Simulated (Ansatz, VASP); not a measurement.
**Si26C26N (V_Si-N_C) in two plane-wave programs**

One calculation is typed for both programs; each brings its own data sets. How far apart do they land? The cell is taken from a series of runs on this material, whose earlier steps may have relaxed, scaled, displaced or heated it; both programs get it as it stands.

Program: Ansatz 0.2.0. Level of theory: plane waves, with VASP 6.6.1 beside it; single point at r2SCAN. Results are calculated unless marked as measured.

### 1. The structure

The cell holds 53 atoms: 26 Si, 26 C and 1 N. Cell: a = 9.242 Å, b = 9.242 Å, c = 9.242 Å, α = 60.0°, β = 60.0°, γ = 60.0°. It derives from SiC (SiC (F-43m)). Nearest the centre at fractional (0.375, 0.542, 0.708): N53 at 1.16 Å, Si23 at 2.33 Å, Si13 at 2.33 Å, Si15 at 2.34 Å, C43 at 2.49 Å, C35 at 2.50 Å, C42 at 2.50 Å, Si26 at 3.18 Å.

As a file:

```
Si C N
1.0
     0.00000    6.53489    6.53489
     6.53489    0.00000    6.53489
     6.53489    6.53489    0.00000
Si C N
26 26 1
Cartesian
  13.0636 13.0645 13.0675
  8.7133 8.7130 13.0671
  10.8703 4.3744 6.5186
  8.7134 6.5312 2.1839
  4.3588 8.7033 8.7129
  6.5361 10.8885 8.7122
  10.8626 6.5078 4.3951
  6.5443 8.6961 10.8987
  8.7382 4.3756 4.3898
  13.0606 8.7188 8.7138
  8.7027 4.3721 8.6914
  10.8683 6.5493 8.6871
  8.6728 8.6876 4.3760
  4.3585 4.3531 4.3552
  6.5546 6.5714 4.3727
  10.8603 8.6705 6.5643
  6.5699 4.3738 6.5540
  13.0625 10.8846 10.8817
  8.7137 6.5298 10.8832
  10.8950 8.7193 10.8793
  8.7151 10.8786 6.5342
  4.3650 6.5313 6.5324
  6.5568 8.6886 6.4915
  10.8968 10.8767 8.7159
  6.5738 6.5108 8.6844
  8.7455 8.6720 8.6804
  1.0900 1.0846 1.0897
  3.2740 3.2556 1.0927
  5.4516 5.4376 1.0926
  3.2549 1.0818 3.2854
  5.4521 3.2579 3.2711
  7.6288 5.4548 3.2838
  5.4454 1.0838 5.4471
  7.6253 3.2610 5.4439
  9.8754 5.3627 5.3817
  1.1016 3.2585 3.2726
  3.2739 5.4376 3.2711
  5.4538 7.6096 3.2726
  3.2554 3.2460 5.4476
  5.4653 5.4550 5.4476
  5.4452 3.2660 7.6033
  7.5595 5.3600 7.6986
  9.8781 7.6822 7.6986
  1.0916 5.4405 5.4454
  3.2711 7.6196 5.4437
  5.4537 9.7935 5.4558
  3.2688 5.4436 7.6224
  5.4667 7.6171 7.6086
  7.6284 9.7812 7.6094
  5.4442 5.4577 9.7977
  7.6281 7.6192 9.8000
  9.7839 9.8009 9.7988
  7.4957 7.7467 5.3151
```

### 2. Ansatz: single point, r2SCAN

Ansatz runs on its PAW soft_1 files.

With cell and atoms fixed, the geometry can't cause a difference; cores, projectors, grids and the points listed under the comparison can.

input.yaml reads:

```yaml
crystal:
  checkpoint: "../qm3_M2.relax.run"
  host: checkpoint
basis:
  ecutwfc: 500
  xc_grid: 2
hamiltonian:
  xc: r2scan
  pseudopotentials: { kind: paw, azcp: { folder: soft_1 } }
kpoints:
  mp_grid: { grid: [2, 2, 2], shift: [0.5, 0.5, 0.5] }
scf:
  occupations: { method: fixed }
  max_iter: 60
output:
  forces: true
  eigenvalues: true
  charged_corrections: { defect_position: [0.375, 0.541667, 0.708333] }
checkpoint:
  read: "../qm3_M2.relax.run"
  write: "../qm3_M2.point_neutral.run"
  compress: false
  write_wavefunctions: false
  write_every: 100000
magnetization:
  spin_polarized: true
  initial_magnetization: 1
  spin_locking: { lock_magnetization: hard }
```

Started as:

```sh
ansatz run input.yaml --threads 4 --pin off --max-ram 7536MiB --backend cpu --events-out ev --progress --plain --runs-dir out
```

Numbers of over 12 decimals in the logs are rounded to 6 here.

Output:

```text
Warning: This run holds its total moment fixed (magnetization.spin_locking.lock_magnetization: hard) and mixes its density by anderson or broyden (scf.mixing.algorithm, typed or taken by auto). Slabs with a fixed moment have converged under broyden above another state at the same moment, at the default mixing steps and at smaller ones, and under scf.lower_state_search: standard, light or off a state that such a mixer [...]
checkpoint.read: the saved state was converged at a total charge of -3 e, and this run's is 0 e: a saved density that it takes is scaled to its electron count
crystal.checkpoint: the structure is that of <dir>, a `relax` run, at its step 6: its result, under r2scan at a charge of -3 e; 53 atoms read, 0 with a starting moment; this deck's charge is 0 e; crystal.structure_sha256 for this input is
Engine: ansatz 0.2.0, aarch64-unknown-linux-gnu
Pseudopotentials: kind: paw
Pseudopotential: Si, paw, valence charge 4, recommended cutoff 500 eV (meta_gga), soft_1/Si.paw.azcp
Pseudopotential: C, paw, valence charge 4, recommended cutoff 500 eV (meta_gga), soft_1/C.paw.azcp
Pseudopotential: N, paw, valence charge 5, recommended cutoff 500 eV (meta_gga), soft_1/N.paw.azcp
Functional definition: r2SCAN
  parameter k0 = 0.174
  parameter k1 = 0.065
  parameter a1 = 4.9479
  exchange = r2scan_x(k0 = k0, k1 = k1, a1 = a1)
  correlation = r2scan_c
Crystal: 53 atoms, lattice volume = 558.142 Å³
Basis set: ecut = 500 eV, 14163 PW (Γ), exchange–correlation on 144×144×144 points (8 copies of the dense FFT grid, shifted against one another)
Bands: 160, of which v1, the nominal top of the filled ones, is band 107 counted from 1 (106 counted from 0)
Symmetry: 1 space group operations
Space group: P1 (ITA 1), of the structure as read, at distance tolerance 8.2e-5 Å
Magnetic group: BNS 1.1 (UNI 1), of the structure as read, at distance tolerance 8.2e-5 Å
k-points: 4 of 8 (time reversal used)
Non-local potential: Si, projectors of the file, l = 0: 2, l = 1: 2, l = 2: 1
Non-local potential: C, projectors of the file, l = 0: 2, l = 1: 2, l = 2: 1
Non-local potential: N, projectors of the file, l = 0: 2, l = 1: 2, l = 2: 1
PAW form: soft (Blöchl's): semilocal exchange-correlation on the pseudo side does not see the compensation charge
PAW frozen core: Si, regenerated for the run's functional (the file was generated under x = pbe(κ = 0.804, μ = 0.219515), c = pbe(β = 0.066725))
PAW frozen core: C, regenerated for the run's functional (the file was generated under x = pbe(κ = 0.804, μ = 0.219515), c = pbe(β = 0.066725))
PAW frozen core: N, regenerated for the run's functional (the file was generated under x = pbe(κ = 0.804, μ = 0.219515), c = pbe(β = 0.066725))
PAW one-centre angular grid: Si, 302 points (default); XC on 160 Gauss nodes
PAW one-centre angular grid: C, 302 points (default); XC on 219 of its mesh's 2255 points in the sphere
PAW one-centre angular grid: N, 302 points (default); XC on 160 Gauss nodes
Initial density: read from a saved state, or passed on in memory by an earlier SCF of this step, an earlier step, the calling program or the single point that the run made first
Starting moments: Σ|m| = 1 μB on 53 of 53 sites; this step starts from the density that it was given
Initial wavefunctions: those read from a saved state, or passed on in memory by an earlier step or the calling program
Functional: x = r2scan, c = r2scan; τ floored in thin density (d = 2e-4 eV/Å³)
iter 1 solved again at ethr=2.12e-3 eV; its pass at ethr=3.10e-3 eV (dr2=4.51e0 eV) is discarded
SCF iter   1: F=—  HF=-23555.722197 eV  |F-HF|=—  |Δ(HF+E_count)|=         —  Δρ=9.03e-3 (↑9.03e-3 ↓8.61e-3)  dr2=4.37e0  dr2_τ=1.88e-2  dr2_m=1.23e-2  M=1.000 μB ∫|m|=1.252 μB  β_m=0.61  ethr=2.12e-3  ⟨swp⟩=1.0  Hψ=3560  notcnv=0  defer=276
preconditioner: auto → Resta (q_TF=auto, 2.324 Å⁻¹)  ε∞=4.2  [insulator: Δε(μ)=0.068 eV  Ē_g=12.749 eV  n_scr=112 (ndim 8)  ℏωp=22.9 eV  f_vac=0.000  ε∞_Penn≈4.2]
spin=Collinear: Resta preconditioning applied to the charge; magnetization (m = ρ↑ − ρ↓) channel mixes plain (no charge-response kernel on spin).
SCF iter   2: F=—  HF=-23555.005304 eV  |F-HF|=—  |Δ(HF+E_count)|=   7.17e-1  Δρ=5.04e-3 (↑5.04e-3 ↓4.89e-3)  dr2=1.32e0  dr2_τ=5.66e-3  dr2_m=4.24e-3  M=1.000 μB ∫|m|=1.196 μB  β_m=1.20  ethr=2.05e-3  ⟨swp⟩=2.1  Hψ=937  notcnv=0  defer=287  κ⁻¹=1.0e0(r=1)
[...]
atom   3  Si     0.07319283    -0.21157714     0.07731640
  atom   4  C     -0.18403468     0.30699224    -0.19970262
  atom   5  Si     0.79566375    -0.84819026     1.39558242
  atom   6  C     -0.33829308     0.21343282    -0.20187686
  atom   7  Si     0.00414510    -0.00096951    -0.18168992
  atom   8  C     -0.11018950    -0.18662403     0.20033476
  atom   9  Si     0.18472772     0.12564452     0.16121589
  atom  10  C     -0.00955274    -0.01374002    -0.00879287
  atom  11  Si    -0.01859285    -0.23684921     0.18353635
  atom  12  C      0.15519708     0.09966601     0.20178198
  atom  13  Si     0.73432590     1.51776284    -0.85367771
  atom  14  C     -0.29737500    -0.22173150     0.21663518
  atom  15  Si    -0.23821804     0.30095609    -0.26156917
  atom  16  C      0.22925218     0.24310641     0.18619720
  atom  17  Si    -1.67133146    -0.65661418    -0.77088745
  atom  18  C      0.18239990    -0.09190865     0.02432938
  atom  19  Si     0.29848706    -0.23312502    -0.13913659
  atom  20  C     -0.43725255     0.27304331    -0.30827879
  atom  21  Si     1.23848695    -0.74699759     0.71534973
  atom  22  C     -0.18169636     0.21178108    -0.33033970
  atom  23  Si     0.85390530    -1.45575926     0.87724523
  atom  24  C     -0.37894542     0.46160891    -0.37016079
  atom  25  Si     0.42325050     0.18576447    -0.14547931
  atom  26  C     -0.10923156    -0.24381353     0.17519684
[...]
atom  46  Si    -0.14120912     0.15008260     0.44914183
  atom  47  C      0.18769348    -0.22705748    -0.09468903
  atom  48  Si    -0.17119183     0.38535915    -0.27059385
  atom  49  C     -0.01284537    -0.61646584     0.05140391
  atom  50  Si    -0.76038536     1.38374203     0.62670193
  atom  51  C      0.22804910    -0.18693443    -0.27431186
  atom  52  Si    -1.81817963     0.82130792     0.79541826
  atom  53  C      0.71598174    -0.05726961    -0.01937871
  max |Σ_I F_I| component: 2.28e-3 eV/Å
--- Band table (eV; the first three rows and the last of 8) ---
  k-point 0 ↑: bands = [... 103 lower, 8.4480, 8.5858, 8.8065, 8.9365, 10.1966, 11.9431, 12.0199, 12.0282, ... 49 higher]
  k-point 1 ↑: bands = [... 103 lower, 8.2748, 8.4518, 8.6332, 8.7519, 10.0144, 11.3734, 12.5608, 12.6083, ... 49 higher]
  k-point 2 ↑: bands = [... 103 lower, 8.2709, 8.4176, 8.5980, 8.7656, 10.1032, 11.3689, 12.5362, 12.6205, ... 49 higher]
  k-point 3 ↓: bands = [... 103 lower, 8.3033, 8.5161, 8.6877, 9.7789, 10.5121, 11.3868, 12.5811, 12.6195, ... 49 higher]
```

### 3. VASP: single point, r2SCAN

The same cell, functional and mesh now go to VASP, with its own data sets.

Lines of VASP's logs that name or quote its potential files are left out, and so is its time.

INCAR reads:

```
SYSTEM = Si26C26N
PREC = Accurate
ENCUT = 580
EDIFF = 1E-06
NELM = 200
ISMEAR = 0
SIGMA = 0.01
LREAL = Auto
ALGO = Normal
METAGGA = R2SCAN
LASPH = .TRUE.
NBANDS = 144
ISPIN = 2
MAGMOM = -0 -0 0 0 -0 -0 0 -0 0 -0 -0 -0 0 -0 0 0 0 -0 -0 -0 -0 -0 -0 -0 -0 -0 -0 0 0 -0 0 -0 0 0 -0.32 0.04 0 0.04 0 0 0.06 0.37 0.36 0 0 -0.03 0 0 0 0 0 0.01 0.03
LORBIT = 11
LWAVE = .FALSE.
LCHARG = .FALSE.
ISIF = 2
ISYM = 0
NUPDOWN = 1
GGA_COMPAT = .FALSE.
LMIXTAU = .TRUE.
KPAR = 4
```

POSCAR reads:

```
Si26C26N
1.0
    0.0000000000      6.5348887282      6.5348887282
    6.5348887282      0.0000000000      6.5348887282
    6.5348887282      6.5348887282      0.0000000000
Si C N
26 26 1
Direct
    0.9998957908      0.9997612226      0.9992990892
    0.9997734162      0.9998205074      0.3335297120
    0.0017294563      0.9957739361      0.6676554760
    0.0001287866      0.3340655185      0.9993073176
    0.9990593869      0.3342298079      0.3327671513
    0.9996087291      0.3335801534      0.6665980181
    0.0030790528      0.6694736266      0.9927755546
    0.9985338977      0.6692410455      0.3321919033
    0.0020804108      0.6696622179      0.6674961101
    0.3345045727      0.9989183679      0.9996811180
    0.3336553057      0.9963476688      0.3353781476
    0.3342136736      0.9951216129      0.6679940836
    0.3359483137      0.3336848883      0.9934759004
    0.3328123610      0.3336439820      0.3333221563
    0.3358489222      0.3332870210      0.6697323472
    0.3347048721      0.6697977683      0.9920988356
    0.3334367020      0.6694913763      0.3358639736
    0.6659515981      0.9992140650      0.9996685998
    0.6656034313      0.9997931256      0.3336138516
    0.6659335030      0.9988677827      0.6683412652
    0.6654799984      0.3344105941      0.9992147640
    0.6655621459      0.3340641311      0.3338818338
    0.6597960366      0.3335696615      0.6697809332
    0.6653434786      0.6684081817      0.9990673361
    0.6596443507      0.6692905145      0.3366710123
    0.6585321677      0.6697885654      0.6684939888
    0.0829605892      0.0837933582      0.0830059059
    0.0821973953      0.0850088950      0.4159974329
    0.0825194807      0.0846701354      0.7495621060
    0.0851144848      0.4176406747      0.0804321309
    0.0823990438      0.4181642693      0.4161462148
    0.0849120565      0.4175952830      0.7498020152
    0.0830518567      0.7504884349      0.0827992780
    0.0826006236      0.7504449437      0.4164149736
    0.0664854965      0.7570423132      0.7541402055
    0.4154158301      0.0853685721      0.0832109049
    0.4158274340      0.0847280974      0.4162560500
    0.4153328521      0.0854490983      0.7491171757
    0.4160882827      0.4175236065      0.0806361003
    0.4160182451      0.4176052221      0.4187255935
    0.4150096589      0.7484829602      0.0847743780
    0.4207500263      0.7573278164      0.3994662891
    0.4210243878      0.7570559909      0.7545389786
    0.7493879400      0.0838935537      0.0831435200
    0.7492288487      0.0837982198      0.4167658392
    0.7494785773      0.0853865356      0.7491645434
    0.7496076172      0.4168134967      0.0834011359
    0.7466875944      0.4176196971      0.4189168783
    0.7469305718      0.4174987065      0.7498361837
    0.7506783836      0.7486081280      0.0844912944
    0.7491384629      0.7504981856      0.4167855900
    0.7510365234      0.7484275059      0.7487500148
    0.4258737382      0.3874711726      0.7595607265
```

KPOINTS reads:

```
Points of the shifted mesh
8
Reciprocal
 0.2500000000  0.2500000000  0.2500000000 1
 0.2500000000  0.2500000000  0.7500000000 1
 0.2500000000  0.7500000000  0.2500000000 1
 0.2500000000  0.7500000000  0.7500000000 1
 0.7500000000  0.2500000000  0.2500000000 1
 0.7500000000  0.2500000000  0.7500000000 1
 0.7500000000  0.7500000000  0.2500000000 1
 0.7500000000  0.7500000000  0.7500000000 1
```

Potentials, in the order of the species: Si, C and N (PBE family, release 64).

Started as:

```sh
mpirun -np 8 vasp_std
```

Output:

```text
[banner, memory and clock lines left out]
running    8 mpi-ranks, on    1 nodes
[...]
|                                                                             |
|           W    W    AA    RRRRR   N    N  II  N    N   GGGG   !!!           |
|           W    W   A  A   R    R  NN   N  II  NN   N  G    G  !!!           |
|           W    W  A    A  R    R  N N  N  II  N N  N  G       !!!           |
|           W WW W  AAAAAA  RRRRR   N  N N  II  N  N N  G  GGG   !            |
|           WW  WW  A    A  R   R   N   NN  II  N   NN  G    G                |
|           W    W  A    A  R    R  N    N  II  N    N   GGGG   !!!           |
|                                                                             |
|     For optimal performance we recommend to set                             |
|       NCORE = 2 up to number-of-cores-per-socket                            |
|     NCORE specifies how many cores store one orbital (NPAR=cpu/NCORE).      |
|     This setting can greatly improve the performance of VASP for DFT.       |
[...]
|                                                                             |
|     You enforced a specific xc type in the INCAR file but a different       |
|     [... a line on the potential file left out ...]
|     I HOPE YOU KNOW WHAT YOU ARE DOING!                                     |
|                                                                             |

 LDA part: xc-table for (None), standard interpolation
 POSCAR, INCAR and KPOINTS ok, starting setup
[...]
entering main loop
       N       E                     dE             d eps       ncg     rms          rms(c)
DAV:   1     0.617620947239E+03    0.61762E+03   -0.10728E+05  4608   0.150E+03
DAV:   2    -0.503890800101E+03   -0.11215E+04   -0.10635E+04  5608   0.257E+02
DAV:   3    -0.584159173987E+03   -0.80268E+02   -0.79116E+02  5512   0.647E+01
DAV:   4    -0.586093739671E+03   -0.19346E+01   -0.19253E+01  5632   0.108E+01
[...]
DAV:  19    -0.507387203918E+03   -0.30961E-05   -0.38338E-06  4616   0.571E-03    0.498E-03
DAV:  20    -0.507387205425E+03   -0.15069E-05   -0.49496E-07  2736   0.283E-03    0.265E-03
DAV:  21    -0.507387205695E+03   -0.26951E-06   -0.49571E-07  2704   0.255E-03
   1 F= -.50738721E+03 E0= -.50738721E+03  d E =-.273844E-31  mag=     1.0000
```

Parts of OUTCAR (step 3):

```text
  FREE ENERGIE OF THE ION-ELECTRON SYSTEM (eV)
  ---------------------------------------------------
  free  energy   TOTEN  =      -507.3872056949 eV

  energy  without entropy=     -507.3872056949  energy(sigma->0) =     -507.38720569

 magnetization (x)
# of ion       s       p       d       tot
------------------------------------------
    1       -0.000   0.000   0.000  -0.000
    2       -0.000  -0.000   0.000  -0.000
    3        0.003   0.008   0.000   0.011
    4        0.000   0.000   0.000   0.000
    5       -0.000  -0.000   0.000  -0.000
    6       -0.000  -0.000   0.000  -0.000
    7        0.004   0.011   0.000   0.015
    8       -0.000  -0.000   0.000  -0.000
    9        0.004   0.011   0.000   0.015
   10       -0.001  -0.002   0.000  -0.003
   11       -0.004  -0.008   0.000  -0.012
   12       -0.004  -0.008   0.000  -0.012
   13        0.001   0.003   0.000   0.003
[...]
--------------------------------------------------
tot          0.045   0.471   0.000   0.516
```

The run ends at a pressure of -0.36 GPa, with forces up to 2.1 eV/Å.

### 4. Comparison

Known differences besides the potentials themselves: VASP starts from the moments at which Ansatz ended; VASP keeps PBE cores, Ansatz makes them for the functional; fixed occupations in Ansatz, narrow Gaussian smearing in VASP; the cutoff is 500 eV in Ansatz and 580 eV in VASP (PREC = Accurate, projectors in real space); site moments are counted in spheres of each program's own size. Total energies have different zeros and are not compared.

Both answers:

```csv
quantity,Ansatz,VASP,difference
"total moment, fixed by the input (μB)",1.00,1.00,0.00
moment on C42 (μB),0.37,0.36,+0.01
moment on C43 (μB),0.36,0.36,+0.01
moment on C35 (μB),-0.32,-0.32,0.00
moment on C41 (μB),0.06,0.06,+0.01
```

Forces on 10 of the 53 atoms, those with the largest forces and the largest differences (eV/Å; atoms numbered as in POSCAR):

```csv
atom,"Ansatz x, y, z","VASP x, y, z"
Si3,"0.796, -0.848, 1.396","0.796, -0.846, 1.394"
Si7,"0.734, 1.518, -0.854","0.735, 1.515, -0.854"
Si9,"-1.671, -0.657, -0.771","-1.665, -0.654, -0.773"
Si12,"0.854, -1.456, 0.877","0.854, -1.455, 0.875"
Si16,"0.882, 0.929, -1.630","0.880, 0.927, -1.630"
Si25,"-0.760, 1.384, 0.627","-0.759, 1.382, 0.626"
Si26,"-1.818, 0.821, 0.795","-1.814, 0.823, 0.796"
C35,"0.182, -0.092, 0.024","0.197, -0.108, 0.006"
C42,"-0.044, -0.178, 0.129","-0.063, -0.196, 0.146"
C43,"0.194, -0.004, 0.063","0.212, 0.016, 0.083"
```

The forces differ by 5.0 meV/Å r.m.s., which is 1.0 % of the r.m.s. force of 0.490 eV/Å (both taken over all components).

### 5. Summary of results

```
r.m.s. force difference (single point, r2SCAN) : 1.0 % of the r.m.s. force
```

In words: The r.m.s. force difference is 1.0 % of the r.m.s. force (single point, r2SCAN), within the 3 % picked in this series as the mark of a large difference. Such differences can come from data sets, numerical settings and the points named under the comparisons, not from the functional's error against experiment.

[Lines on the potential files, build, host, timing and source positions are cut from VASP's logs without a mark.]

[Logs are printed without paths, hosts, clocks, repeated set-up lines and the standing remarks that a program may print on its own settings, such as how far it seeks lower states.]

[Hosts, paths, dates, database ids (printed as entryN), source tags and the programs' standing remarks are cut or masked in the printed files.]
